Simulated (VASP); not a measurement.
Runs of VASP 6.6.1 on TaSi2. It takes space group P6_422 (No. 181, hexagonal). The conventional cell has a = 4.648 Å, b = 4.648 Å, c = 6.444 Å, α = 90.00°, β = 90.00°, γ = 120.00°. Around Ta (site symmetry 222) lie 10 Si at 2.55 to 2.74 Å. Si (site symmetry 2) has 5 Si at 2.50 to 2.75 Å and 5 Ta at 2.55 to 2.74 Å as nearest neighbours. 

```csv
cell,k mesh,gap on the mesh (eV),pressure (GPa)
"P6_422, 13.4 Å³/atom",9 × 9 × 6,none,20.2
"P6_422, 14.47 Å³/atom",6 × 6 × 4,none,2.6
"P6_422, 14.66 Å³/atom",9 × 9 × 6,none,0.1
"P6_422, 14.51 Å³/atom",9 × 9 × 6,none,(a)
```

Alike in all rows: task single point; level PBE; potentials or basis VASP PAW PBE potentials, release 64 (Ta_pv, Si); no spin polarisation; cutoff (eV) 520; smearing gaussian 0.1 eV.

Q: Estimate the missing entries.

A: (a) 2.1.

Caveats: so large a pressure means that the cell lies far from this level's equilibrium, or that cutoff or potentials fall short (some runs).

A k mesh can miss the band edges, and the runs leave out spin-orbit coupling on Ta.

A gap of «none» marks a metal or a gap under the smearing width.
